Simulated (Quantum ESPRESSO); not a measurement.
The system is BaTiO3.

```
CELL_PARAMETERS angstrom
3.99980 0.00000 0.00000
0.00000 3.99980 0.00000
0.00000 0.00000 4.01800
ATOMIC_POSITIONS crystal
Ba 0.00000 0.00000 0.00000
Ti 0.50000 0.50000 0.49000
O 0.00000 0.50000 0.51700
O 0.50000 0.00000 0.51700
O 0.50000 0.50000 0.01900
```

* Program: Quantum ESPRESSO 7.5
* Task: phonons
* Functional: LDA
* Potentials or basis: PseudoDojo 0.4.1 SR LDA standard
* Cutoff: 1143 eV
* Density cutoff: 4572 eV
* k mesh: 2 × 2 × 2, shifted
* Occupations: fermi-dirac, width 0.05 eV
* Spin: no spin polarisation
* Form of the LDA correlation: PW92
* Mixing beta: 0.5
* Most SCF iterations: 120
* SCF threshold: 1e-09 Ry

The cell and the atoms were relaxed first, to 12.17 Å³/atom (a = 3.933 Å, b = 3.933 Å, c = 3.934 Å, α = 90.00°, β = 90.00°, γ = 90.00°), and the response was taken there. The relaxed cell has space group Pm-3m (No. 221).

```
Ba Ti O
1.0
     3.93337    0.00000    0.00000
     0.00000    3.93337    0.00000
     0.00000    0.00000    3.93384
Ba Ti O
1 1 3
Cartesian
  0.0000 0.0000 0.0338
  1.9667 1.9667 2.0007
  0.0000 1.9667 2.0008
  1.9667 0.0000 2.0008
  1.9667 1.9667 0.0338
```

The first run showed a gap, so the response started from a second, tighter run with fixed occupations.

At Γ the optical frequencies without the macroscopic field are 172 172 172 324 325 325 375 375 375 506 506 506 cm⁻¹, at a pressure of 0.0 GPa.

How do the modes respond when the cell is scaled evenly, at fixed shape?

The highest of these modes has a Grüneisen parameter of 1.10 and moves by +2.8 cm⁻¹ per GPa. None of the listed modes softens on compression. The pressures give a bulk modulus of about 196 GPa.

Frequencies at 99 % and 101 % of the volume (pressures 2.0 and -1.9 GPa), ions relaxed:
```
mode  99 % (cm⁻¹)  101 % (cm⁻¹)  Grüneisen parameter
   4        176.5         168.2                 2.41
   5        176.5         168.2                 2.41
   6        176.5         168.2                 2.41
   7        341.6         305.7                 5.54
   8        341.9         306.1                 5.53
   9        341.9         306.1                 5.53
  10        377.6         371.7                 0.79
  11        377.7         371.8                 0.79
  12        377.7         371.8                 0.79
  13        511.4         500.3                 1.09
  14        511.4         500.4                 1.10
  15        511.4         500.4                 1.10
```

Modes are matched by their order; those that don't vary smoothly over the three volumes are left out.

Caveat: the k mesh is coarse (spacing up to 0.79 Å⁻¹), so the values aren't converged; this release of the barium file is off; the cell relaxed to another space group than the one typed.
